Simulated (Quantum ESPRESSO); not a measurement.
**GaP under changes of volume**

One of the cells (21.026 Å³/atom); the others are scaled copies at fixed shape and fractional positions:

```
Ga P
1.0
     1.94302    1.12180    6.43081
    -1.94302    1.12180    6.43081
     0.00000   -2.24360    6.43081
Ga P
2 2
Direct
  0.56463 0.56463 0.56463
  0.43537 0.43537 0.43537
  0.94261 0.94261 0.94261
  0.05739 0.05739 0.05739
```

Measurements of this composition are mostly on another form, of space group No. 216.

```yaml
Program: Quantum ESPRESSO 7.5
Functional: PBE
Potentials_or_basis: SSSP 1.3 efficiency PBE
Cutoff: 952 eV
Density_cutoff: 7619 eV
k_mesh: 8 × 8 × 8
Occupations: fermi-dirac, width 0.05 eV
Spin: no spin polarisation
```

```csv
volume (Å³/atom),energy over the lowest point (meV/atom),pressure (GPa),gap on the mesh (eV),largest force (eV/Å)
19.764,19.61,5.0,0.83,0.231
20.185,8.54,3.2,0.83,0.168
20.605,2.17,1.5,0.84,0.110
21.026,0.00,0.0,0.83,0.060
21.446,1.59,-1.4,0.82,0.035
21.867,?,?,?,?
```

Task: What does the run at 21.867 Å³/atom give?

Result: Energy over the lowest point 6.53 meV/atom; pressure -2.6 GPa; gap on the mesh 0.81 eV; largest force 0.039 eV/Å.

Worked out: A Birch-Murnaghan fit of order 3 (a polynomial in V^(-2/3)) to the other rows has its minimum at 21.05 Å³/atom with B0 = V·E''(V) = 71 GPa and B' = 4.4 at fixed shape and positions, which overstates the stiffness. It gives 6.57 meV/atom at 21.867 Å³/atom, against the run's 6.53, and -dE/dV = -2.5 GPa, against -2.6. A parabola through the other rows of the gap, of slope -0.923 eV per unit of ln V there, extrapolates to 0.81 eV, against the run's 0.81.

Energies are extrapolated to zero smearing.

A mesh can miss the band edges. Spin-orbit coupling on Ga is left out.
